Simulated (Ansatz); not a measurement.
**TaN: response to strain**

TaN is deformed so: equal xy, yz and zx engineering shear strains of -1 %. What stress and forces result, by LAPW, PAW and all-electron datasets made for the crystal?

Method: DFT LDA, scalar-relativistic, in Ansatz 0.2.0.

### Step 1. The starting structure

Symmetry: P6/mmm, No. 191, hexagonal system. Conventional cell: a = 5.185 Å, b = 5.185 Å, c = 2.908 Å, α = 90.00°, β = 90.00°, γ = 120.00°. Ta (site symmetry 6/mmm) has 6 N at 2.59 Å and 2 Ta at 2.91 Å as nearest neighbours. Around Ta (site symmetry -6m2) lie 6 N at 2.09 Å. Around N (site symmetry mmm) lie 6 Ta at 2.09 to 2.59 Å.

As a file:

```cif
data_structure
_symmetry_space_group_name_H-M 'P6/mmm'
_symmetry_Int_Tables_number 191
_cell_length_a 5.1850
_cell_length_b 5.1850
_cell_length_c 2.9080
_cell_angle_alpha 90.000
_cell_angle_beta 90.000
_cell_angle_gamma 120.000
_cell_volume 67.71
loop_
_atom_site_label
_atom_site_type_symbol
_atom_site_symmetry_multiplicity
_atom_site_Wyckoff_symbol
_atom_site_fract_x
_atom_site_fract_y
_atom_site_fract_z
_atom_site_occupancy
Ta1 Ta 1 a 0.00000 0.00000 0.00000 1
Ta2 Ta 2 d 0.33333 0.66667 0.50000 1
N1 N 3 f 0.50000 0.00000 0.00000 1
```

The file gives the conventional cell by its symmetry; the runs use the cell typed in the input.

Atoms are numbered in the order of the input: Ta1, Ta2, Ta3, N4, N5, N6.

### Step 2. The deformed structure

Space group P6/mmm before, P-1 after.

### Step 3. All-electron LAPW

File input.yaml:

```yaml
crystal:
  lattice:
    - [5.1849992558, -0.0259249963, -0.0259249963]
    - [-2.6149513333, 4.5033035722, -0.0094892072]
    - [-0.01454, -0.01454, 2.908]
  atoms:
    - { symbol: Ta, position: [0.0, 0.0, 0.0] }
    - { symbol: Ta, position: [0.3333333333, 0.6666666667, 0.5] }
    - { symbol: Ta, position: [0.6666666667, 0.3333333333, 0.5] }
    - { symbol: "N", position: [0.5, 0.0, 0.0] }
    - { symbol: "N", position: [0.5, 0.5, 0.0] }
    - { symbol: "N", position: [0.0, 0.5, 0.0] }
kpoints:
  mp_grid: { grid: [5, 5, 8] }
  band_path:
    path:
      - [0.0, 0.0, 0.0]
      - [0.0, 0.0, 0.5]
      - [-0.5, 0.5, 0.0]
      - [0.0, 0.0, 0.0]
      - [0.0, -0.5, 0.0]
      - [-0.5, 0.0, 0.5]
      - [0.0, 0.0, 0.0]
      - [-0.5, 0.0, 0.0]
      - [0.0, -0.5, 0.5]
    npoints: 5
scf:
  occupations: { method: fermi_dirac, width: 0.03 }
hamiltonian:
  xc: lda
  pseudopotentials: { kind: all_electron, lapw: { basis_error: 0.0005 } }
output:
  forces: true
  stress: true
  eigenvalues: true
```

Launch:

```sh
$ ansatz run input.yaml --threads 2 --pin off --max-ram 8192MiB --backend cpu --events-out ev --progress --plain --runs-dir out
```

### Step 4. Frozen-core PAW

input.yaml, as its differences from that of step 3:

```diff
@@ -14,14 +14,2 @@
   mp_grid: { grid: [5, 5, 8] }
-  band_path:
-    path:
-      - [0.0, 0.0, 0.0]
-      - [0.0, 0.0, 0.5]
-      - [-0.5, 0.5, 0.0]
-      - [0.0, 0.0, 0.0]
-      - [0.0, -0.5, 0.0]
-      - [-0.5, 0.0, 0.5]
-      - [0.0, 0.0, 0.0]
-      - [-0.5, 0.0, 0.0]
-      - [0.0, -0.5, 0.5]
-    npoints: 5
 scf:
@@ -30,3 +18,3 @@
   xc: lda
-  pseudopotentials: { kind: all_electron, lapw: { basis_error: 0.0005 } }
+  pseudopotentials: { kind: paw }
 output:
@@ -35 +23,6 @@
   eigenvalues: true
+  efg: { contact_densities: true }
+  write_density: true
+  write_potential: true
+  elf: true
+  volumetric_format: npy
```

### Step 5. Datasets made for this crystal

input.yaml, as its differences from that of step 4:

```diff
@@ -18,3 +18,3 @@
   xc: lda
-  pseudopotentials: { kind: paw }
+  pseudopotentials: { kind: all_electron, datasets: crystal }
 output:
@@ -24,5 +24 @@
   efg: { contact_densities: true }
-  write_density: true
-  write_potential: true
-  elf: true
-  volumetric_format: npy
```

(Steps that only read results are left out.)

Q: Predict the outcome of this session. Wanted: pressure; largest shear or deviatoric stress.

As calculated:

| quantity | value |
| --- | --- |
| pressure | LAPW -4.67, PAW -4.63, crystal datasets -4.67 GPa |
| largest shear or deviatoric stress (LAPW) | 2.02 GPa |

In words: The largest part of the stress beyond the pressure is 2.02 GPa in size; the atoms are carried along and not relaxed. No run of the undeformed cell stands beside it, so the pressure holds what the given cell had before the change. PAW: stress within 0.12 GPa of LAPW, forces within 1 meV/Å. Crystal datasets: stress within 0.01 GPa of LAPW, forces within 1 meV/Å. Spin-orbit coupling is left out, though the cell holds Ta; in elements this heavy it can shift bands and gaps by tenths of an eV.
